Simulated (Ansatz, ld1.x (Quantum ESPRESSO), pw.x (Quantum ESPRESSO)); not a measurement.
**silver (Ag) (sc): variants of one TM potential in the solid**

silver (Ag), norm-conserving Troullier–Martins (Kleinman–Bylander form), made with ld1.x (Quantum ESPRESSO) 7.5 (PBE, scalar-relativistic). Core [Kr], reference 4d10 5s0 5p0 (charge +1). Waves: 5s (bound, empty): rc 2.00 bohr; 5p (bound, empty): rc 3.00 bohr; 4d (bound): rc 1.60 bohr. Local part: all-electron potential smoothed inside 2.60 bohr (lloc = -1). Core correction: none.

Crystal test: sc Ag in pw.x 7.5, no spin, 12³ k-points, Fermi–Dirac smearing 0.01 Ry, cutoffs set for each file from its atomic test. The reference is all-electron LAPW (Ansatz 0.2.0) with the same functional, mesh and smearing; V0 and B0 come from Birch–Murnaghan fits to the pressures at five volumes. Errors are pseudo minus all-electron; Δ is the rms difference of the E(V) curves that follow from these fits, minima aligned, over ±6 % about the mean V0. Mesh and smearing are coarse, so the numbers serve the comparison and aren't converged zero-temperature values; the lattice is a test structure that the element need not adopt.

All-electron: a0 = 2.752 Å (V0 = 20.84 Å³/atom), B0 = 66.2 GPa.

Base: The largest radius (3.00 bohr) exceeds half the bond length (2.60 bohr), so the spheres overlap, which is one possible source of error among others. This is a poor potential for the solid. Atomic configuration tests: 1 of 7 tests not solved or not reliable.

A dash in a converged row means that the minimum lies outside the volumes sampled.

```tsv
change	cutoffs (Ry)	pw.x	a0 (Å)	a0 error (%)	B0 error (%)	Δ (meV/atom)	mean pressure error (GPa)
base	120/480	converged	2.730	-0.79	+7.7	7.4	-1.59
local potential all-electron potential smoothed inside 1.44 bohr (lloc = -1)	120/480	converged; bound ghost	–	–	–	–	-45.16
local potential all-electron potential smoothed inside 1.96 bohr (lloc = -1)	120/480	converged; bound ghost	–	–	–	–	-8.14
local potential all-electron potential smoothed inside 2.82 bohr (lloc = -1)	135/540	converged	2.741	-0.40	+5.8	3.6	-0.80
local potential all-electron potential smoothed inside 3.40 bohr (lloc = -1)	135/540	converged	–	–	–	–	+4.93
```

Question: Give the row for: local potential all-electron potential smoothed inside 2.40 bohr (lloc = -1).

Answer: pw.x: converged; mean pressure error (GPa): -2.06; a0 (Å): 2.723; a0 error (%): -1.04; B0 error (%): +9.3; Δ (meV/atom): 9.7.
